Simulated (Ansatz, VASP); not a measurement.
**One calculation of Mg, two programs**

```
Mg
1.0
     5.10577    0.00000    0.00000
    -2.55288    4.42172    0.00000
     0.00000    0.00000    3.09587
Mg
3
Direct
  0.00000 0.00000 0.00000
  0.33333 0.66667 0.50000
  0.66667 0.33333 0.50000
```

Alike in both runs: functional PBE; k mesh 7 × 7 × 10; occupations fermi-dirac, width 0.1 eV; no spin polarisation.

Ansatz relaxed the structure, and its values are those at the end. VASP's run is a single point on that final structure, the one shown.

```csv
,VASP,Ansatz
version,VASP 6.6.1,Ansatz 0.2.0
potentials or method,"VASP PAW PBE potentials, release 64 (Mg)","plane waves (420 eV) with PAW, scalar-relativistic"
plane-wave cutoff (eV),520,420
valence electrons in the cell,6,30
```

Ansatz gave:

- pressure (GPa): 0.0

Which values does VASP return?

Pressure (GPa): -0.1.

The two sets of potentials don't hold the same shells in valence.
